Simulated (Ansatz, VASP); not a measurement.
# Two plane-wave programs on CdF2

```xyz
3
Lattice="0.0000 2.5160 2.5160 2.7315 -0.2155 2.7315 2.5160 2.5160 0.0000" Properties=species:S:1:pos:R:3 pbc="T T T"
Cd    0.0258   -0.0258    0.0258
F     1.3004    1.2156    1.3004
F     3.9213    3.6266    3.9213
```

Alike in both runs: task single point; functional PBEsol; k mesh 8 × 8 × 8; occupations gaussian, width 0.02 eV; no spin polarisation.

|  | VASP | Ansatz |
| --- | --- | --- |
| version | VASP 6.6.1 | Ansatz 0.2.0 |
| potentials or method | VASP PAW PBE potentials, release 64 (Cd, F) | scalar-relativistic, plane waves, PAW |
| plane-wave cutoff (eV) | 520 | 420 |
| valence electrons in the cell | 26 | 34 |

```tsv
	VASP	Ansatz	Ansatz less VASP
gap on the k mesh at the Fermi level (eV)	3.20	3.24	+0.040
least direct gap on the mesh (eV)	3.41	3.45	+0.039
pressure (GPa)	14.6	13.1	-1.46
largest component of the traceless stress (GPa)	3.05	2.70	-0.348
rms of the force components (eV/Å)	0.253	0.221	-0.0317
```

Atom by atom the forces differ by 0.032 eV/Å (rms over components). With one functional, cell and mesh, what is left measures potentials, basis and numerics. The two sets of potentials don't hold the same shells in valence.

Caveats: the PAW data sets were made with another functional, which shifts forces and pressure a little (VASP). A k mesh can miss the band edges.
